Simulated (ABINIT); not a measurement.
Runs of ABINIT 10.8.3 (patched build) on In. It takes space group I4/mmm (No. 139, tetragonal). The conventional cell has a = 3.251 Å, b = 3.251 Å, c = 4.947 Å, α = 90.00°, β = 90.00°, γ = 90.00°. In (site symmetry 4/mmm) has 12 In at 3.25 to 3.38 Å as nearest neighbours. 

```csv
level,gap on the mesh (eV),pressure (GPa)
revPBE,none,2.7
AM05,none,-1.4
r2SCAN,none,(b)
WC,none,-1.4
PBEsol,none,(a)
PW91,none,1.4
BLYP,none,5.7
SCAN,none,-0.3
```

Alike in all rows: task band structure; potentials or basis JTH PAW PBE v2.0; no spin polarisation; cell as given; k mesh 11 × 11 × 11; cutoff (eV) 707; smearing fermi-dirac 0.05 eV.

Task: Fill in the values left out.

Result: (a) -1.6; (b) -0.2.

Caveats: the PAW data sets were made with another functional, which shifts forces and pressure a little; spin-orbit coupling is left out, which moves the levels of the heavy elements.

A k mesh can miss the band edges, and the runs leave out spin-orbit coupling on In.

A gap of «none» marks a metal or a gap under the smearing width.
